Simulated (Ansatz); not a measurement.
Cu:

```
CELL_PARAMETERS angstrom
-1.44279 1.44279 1.37608
1.44279 -1.44279 1.37608
1.44279 1.44279 -1.37608
ATOMIC_POSITIONS crystal
Cu 0.00000 0.00000 0.00000
```

This isn't the form of Cu at room conditions, which is fcc.

Below is the output of Ansatz 0.2.0 for this cell. Logs are shortened: lines on timing, memory, paths and dates and some standing lists are left out, and cuts for length are marked.

```text
Warning: RAYON_NUM_THREADS=1 ignored (pool sized by the plan → 1); use --threads N
LAPW: plane waves up to 9.193 Å⁻¹, error target 1.0e-3 eV per atom; Cu in spheres of 1.231 Å, 19 of its electrons in bands, Dirac shells [] (how accurate: hamiltonian.pseudopotentials.lapw.basis_error, Limitations)
Engine: ansatz 0.2.0, aarch64-unknown-linux-gnu
Pseudopotentials: kind: all_electron
Pseudopotential: Cu, LAPW, valence charge 19, lapw/all_electron/none/Cu, Schrödinger's equation, point nucleus
Functional definition: PBEsol
  exchange = pbesol_x
  correlation = pbesol_c
Crystal: 1 atoms, lattice volume = 11.458 Å³
Basis set: ecut = 322.0167246267517 eV, 141 PW (Γ), exchange–correlation at level 2
Bands: 14, of which v1, the nominal top of the filled ones, is band 10 counted from 1 (9 counted from 0)
Symmetry: 16 space group operations
Space group: I4/mmm (ITA 139), of the structure as read, at distance tolerance 2.3e-5 Å
k-points: 196 of 2197
Non-local potential: Cu, projectors of the file, none
Initial density: superposition of atomic densities (chi_scale 0.1, normalization cell)
Initial wavefunctions: plane waves of lowest kinetic energy (no species holds an atomic orbital)
Functional: x = pbesol(κ = 0.804, μ = 0.12345679012345678), c = pbesol(β = 0.046)
iter 1 solved again at ethr=9.70e-4 eV; its pass at ethr=1.00e-1 eV (dr2=1.84e-1 eV) is discarded
SCF iter   1: F=—  HF=-44603.454173 eV  |F-HF|=—  |Δ(HF+E_count)|=         —  Δρ=5.61e-2  dr2=1.85e-1  ethr=9.70e-4  ⟨swp⟩=2.2  Hψ=19305  notcnv=0
preconditioner: auto → none  [metal: Δε(μ)=0.027 eV  Ē_g=16.533 eV  σ=0.050 eV  W_gap=0.13  n_scr=0 (ndim 8)  ℏωp=36.4 eV  f_vac=0.000  D(μ)=0.51/eV (n_scr^D=0)]
SCF iter   2: F=—  HF=-44604.188669 eV  |F-HF|=—  |Δ(HF+E_count)|=   7.34e-1  Δρ=3.29e-2  dr2=6.40e-2  ethr=9.70e-4  ⟨swp⟩=3.0  Hψ=9075  notcnv=0
iter 3 solved again at ethr=4.98e-7 eV; its pass at ethr=3.37e-4 eV (dr2=9.46e-5 eV) is discarded
SCF iter   3: F=—  HF=-44602.588340 eV  |F-HF|=—  |Δ(HF+E_count)|=    1.60e0  Δρ=1.30e-3  dr2=9.40e-5  ethr=4.98e-7  ⟨swp⟩=2.9  Hψ=14688  notcnv=0
SCF iter   4: F=—  HF=-44602.523572 eV  |F-HF|=—  |Δ(HF+E_count)|=   6.48e-2  Δρ=5.52e-3  dr2=1.76e-3  ethr=4.95e-7  ⟨swp⟩=3.0  Hψ=8779  notcnv=0
SCF iter   5: F=—  HF=-44602.517080 eV  |F-HF|=—  |Δ(HF+E_count)|=   6.49e-3  Δρ=8.42e-4  dr2=3.96e-5  ethr=4.95e-7  ⟨swp⟩=3.0  Hψ=8377  notcnv=0
SCF iter   6: F=—  HF=-44602.516964 eV  |F-HF|=—  |Δ(HF+E_count)|=   1.16e-4  Δρ=1.99e-5  dr2=1.57e-8  ethr=2.09e-7  ⟨swp⟩=2.0  Hψ=7342  notcnv=0
SCF iter   7: F=-44602.516964 eV  HF=-44602.516964 eV  |F-HF|=6.08e-9  |Δ(HF+E_count)|=   2.11e-8  Δρ=2.34e-6  dr2=3.86e-10  ethr=8.28e-11  ⟨swp⟩=3.0  Hψ=8365  notcnv=0
SCF 1 converged in 7 iterations: F = -44602.516964 eV  dr2 = 3.86e-10
NSCF: frozen V_eff on 57 k-points
SCF converged after 7 iterations
Free energy (F): -44602.516964 eV
Harris-Foulkes:  -44602.516964 eV  (|F-HF|=6.08e-9)
Internal energy: -44602.514524 eV  (E = F + TS)
E sigma→0 (E₀):  -44602.515744 eV
Entropy (-TS):   -0.002441 eV (-2.441 meV/atom)
Fermi energy:    17.090489 eV
--- Per-component energies (eV) ---
  E_band       = -338.981900
  E_kinetic    = 44566.062097
  E_xc         = -1786.439959
  E_electrostatic = -87382.136662  (all electrons and nuclei)
  E_smearing   = -0.002441  (= −TS)
  E_closure    = 0.000000  (closes the sum)
  E_atoms      = -44598.419519  (free atoms, spherical and without spin; not in F)
  Σ components = -44602.516964   (vs F -44602.516964, Δ=0.00e0)
  Basis errors (estimates in eV, not in F): energy 2.4e-4 per atom: plane waves 2.3e-4 (1.2e-4 summed), levels above the bands 1.0e-155, relativity 0.0e0, radial functions 7.7e-6, core shells 5.6e-11; eigenvalues (radial functions only) 2.7e-5; not estimated: angular momenta, meshes, grids; target (lapw.basis_error) 1.0e-3; muffin-tin radii Cu 1.231 Å
--- Forces (eV/Å), atoms counted from 1 ---
  atom   1  Cu     0.00000000     0.00000000    -0.00000000
  max |Σ_I F_I| component: 4.93e-32 eV/Å
--- Stress (GPa, compression-positive) ---
        3.054884       0.000000       0.000000
        0.000000       3.054884       0.000000
        0.000000       0.000000       3.205685
  P = ⅓ Tr σ = 3.1052 GPa (31.052 kbar)
--- Band table (eV; the first three rows and the last of 196) ---
  k-point 0: bands = ["-91.3751", "-51.5511", "-51.5480", "-51.5480", "7.7177", "13.7182", "13.9158", "13.9158", "14.7962", "15.0048", "41.9612", "41.9612", "43.1982", "45.9059"]
  k-point 1: bands = ["-91.3739", "-51.5558", "-51.5537", "-51.5478", "7.9410", "13.7218", "13.8769", "14.0038", "14.7528", "15.0004", "39.3830", "41.7610", "42.6553", "44.4657"]
  k-point 2: bands = ["-91.3705", "-51.5774", "-51.5607", "-51.5472", "8.5939", "13.7182", "13.7701", "14.2536", "14.6633", "14.9898", "35.3408", "40.4693", "41.6840", "42.2599"]
  k-point 195: bands = ["-91.3368", "-51.6528", "-51.6519", "-51.6426", "12.2428", "12.2925", "15.4274", "15.4607", "15.4635", "23.9774", "25.0815", "26.9160", "30.7255", "31.6516"]
```

Task: What input gives this log?

Result: Band structure with PBEsol, no spin polarisation. The files as run (others can give the same):

input.yaml
```yaml
crystal:
  lattice:
    - [-1.44279332, 1.44279332, 1.37608145]
    - [1.44279332, -1.44279332, 1.37608145]
    - [1.44279332, 1.44279332, -1.37608145]
  atoms:
    - { symbol: Cu, position: [0.0, 0.0, 0.0] }
kpoints:
  mp_grid: { grid: [13, 13, 13] }
  band_path:
    path:
      - [0.0, 0.0, 0.0]
      - [0.0, 0.0, 0.5]
      - [-0.5, 0.5, 0.5]
      - [0.0, 0.0, 0.0]
      - [0.4774154906, 0.4774154906, -0.4774154906]
      - [0.25, 0.25, 0.25]
      - [0.0, 0.5, 0.0]
      - [-0.4774154906, 0.5225845094, 0.4774154906]
    npoints: 8
scf:
  occupations: { method: fermi_dirac, width: 0.05 }
hamiltonian:
  xc: pbesol
  pseudopotentials:
    kind: all_electron
    lapw: { basis_error: 0.001 }
    relativity: none
output:
  forces: true
  stress: true
  eigenvalues: true
```

Potentials or basis: all-electron LAPW, non-relativistic.
Command:
```console
$ ansatz run input.yaml --threads 1 --pin off --max-ram 3072MiB --backend cpu --events-out ev --progress --plain --runs-dir out
```
